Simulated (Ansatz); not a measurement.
Pd (P63/mmc): couplings from the magnetic force theorem

The source of the geometry is a structure from the Materials Project; atoms and cell stay fixed.

Functional, mesh and filling: PBE, 18×18×6 k mesh, Fermi–Dirac smearing of 0.05 eV. AE-PAW is all-electron PAW in Ansatz 0.2.0 on datasets made for the crystal. Site moments are integrated in spheres about the atoms.

The run was typed so:

```yaml
crystal:
  lattice:
    - [2.7836650458, 0.0, 0.0]
    - [-1.3918325229, 2.4107246453, 0.0]
    - [0.0, 0.0, 4.628893]
  atoms:
    - { symbol: Pd, position: [0.6666666667, 0.3333333333, 0.75], spin: 0.3 }
    - { symbol: Pd, position: [0.3333333333, 0.6666666667, 0.25], spin: 0.3 }
magnetization:
  spin_polarized: true
kpoints:
  mp_grid: { grid: [18, 18, 6] }
  band_path:
    path:
      - [0.0, 0.0, 0.0]
      - [0.5, 0.0, 0.0]
      - [0.3333333333, 0.3333333333, 0.0]
      - [0.0, 0.0, 0.0]
      - [0.0, 0.0, 0.5]
      - [0.5, 0.0, 0.5]
      - [0.3333333333, 0.3333333333, 0.5]
      - [0.0, 0.0, 0.5]
      - [0.5, 0.0, 0.5]
    npoints: 8
scf:
  occupations: { method: fermi_dirac, width: 0.05 }
  lower_state_search: "off"
hamiltonian:
  xc: pbe
  pseudopotentials: { kind: all_electron, datasets: crystal }
output:
  eigenvalues: false
  eigenstates:
    nscf_kmesh: { grid: [18, 18, 6] }
    top_band: c23
    exchange_couplings: { magnetic: [{ species: Pd }] }
```

Command: `ansatz run input.yaml --threads 2 --pin off --max-ram 5120MiB --backend cpu --events-out ev --progress --plain --runs-dir out`

Site moments (μB): Pd1 0.35, Pd2 0.35. Cell moment 0.68 μB.

Couplings come from the force theorem (directions of the magnetic atoms constrained, all else relaxed) on a 18×18×6 mesh, with E = −Σ J e_i·e_j over ordered pairs of unit vectors, so positive J favours parallel moments.

```tsv
pair	count	J AE-PAW (meV)	J, frozen-core files (meV)
Pd1–Pd at 2.78 Å	6	+2.97	+2.94
Pd1–Pd at 2.82 Å	6	+2.41	+2.41
Pd1–Pd at 3.96 Å	6	+0.40	+0.40
Pd1–Pd at 4.63 Å	2	-0.27	-0.27
Pd1–Pd at 4.82 Å	6	-0.27	-0.28
Pd1–Pd at 4.84 Å	12	-0.20	-0.20
Pd1–Pd at 5.40 Å	12	+0.18	+0.18
Pd1–Pd at 5.57 Å	6	+0.97	+0.96
Pd1–Pd at 6.24 Å	12	+0.10	+0.10
Pd1–Pd at 6.68 Å	12	-0.05	-0.05
Pd1–Pd at 6.83 Å	6	+0.05	+0.05
Pd1–Pd at 7.13 Å	6	+0.06	+0.06
Pd1–Pd at 7.24 Å	12	+0.05	+0.05
Pd1–Pd at 7.36 Å	12	-0.05	-0.05
Pd1–Pd at 7.38 Å	12	-0.09	-0.09
Pd1–Pd at 7.65 Å	6	+0.11	+0.10
```

Problem. What ordering temperature follows for classical moments?

Solution. 285 K in mean field, and 213 K by Tyablikov's decoupling, from all shells, not only those listed. Mean field overestimates it as a rule, and the couplings show only that this order is stable against small turns, not that no other order lies lower.

The couplings come from one mesh, and their convergence in k wasn't tested.

The Ansatz runs typed with the search for lower states off end where their start leads. The program couldn't verify every level among the many empty bands that the force theorem sums over. The magnetic state is the one that this cell and start allow. It needn't be the compound's measured order, which may need a larger cell or be absent.
